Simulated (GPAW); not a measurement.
A run of GPAW 26.7.0:

Contents of run.py:

```python
from ase import Atoms
from ase.eos import EquationOfState
from ase.io import Trajectory
from ase.units import GPa
from gpaw import GPAW, PW

atoms = Atoms(['Cu', 'Cu', 'Cu', 'Cu', 'O', 'O'],
              cell=[[4.26, 0.0, 0.0],
                    [0.0, 4.26, 0.0],
                    [0.0, 0.0, 4.26]],
              scaled_positions=[[0.75, 0.25, 0.75],
                                [0.75, 0.75, 0.25],
                                [0.25, 0.75, 0.75],
                                [0.25, 0.25, 0.25],
                                [0.5, 0.5, 0.5],
                                [0.0, 0.0, 0.0]],
              pbc=True)

traj = Trajectory('eos.traj', 'w')
volumes, energies = [], []
for x in [0.94, 0.96, 0.98, 1.0, 1.02, 1.04, 1.06]:
    a = atoms.copy()
    a.set_cell(atoms.cell * x**(1 / 3), scale_atoms=True)
    calc = GPAW(mode=PW(800),
                xc='MGGA_X_TPSS+MGGA_C_TPSS',
                kpts={'size': (5, 5, 5), 'gamma': True},
                occupations={'name': 'fermi-dirac', 'width': 0.05},
                nbands=51,
                convergence={'density': 1e-05, 'energy': 1e-05},
                eigensolver='davidson',
                maxiter=150,
                txt=f'eos-{x:.2f}.txt')
    a.calc = calc
    energies.append(a.get_potential_energy(force_consistent=True))
    volumes.append(a.get_volume())
    p = -a.get_stress()[:3].mean() / GPa
    calc.write(f'eos-{x:.2f}.gpw')
    traj.write(a)
    print(f'{x:.2f} {volumes[-1]:10.4f} A^3 {energies[-1]:14.6f} eV {p:9.3f} GPa', flush=True)

v0, e0, B = EquationOfState(volumes, energies, eos='birchmurnaghan').fit()
print(f'V0 = {v0:.4f} A^3, E0 = {e0:.6f} eV, B0 = {B / GPa:.2f} GPa')
```

Potentials or basis: GPAW PAW data sets (gpaw-data 1.2.1), pw.

Launch:

```console
$ OMP_NUM_THREADS=1 python run.py
```

Hardware: 1 thread of Arm Neoverse V2, with other jobs on the host.

Problem. How long does it take, and how much memory?

Solution. It took 18 min on 1 thread of Arm Neoverse V2 (shared host), peak memory 0.84 GiB. Counts: scf iterations 138, plane waves 3759, bands 51, k points 10.
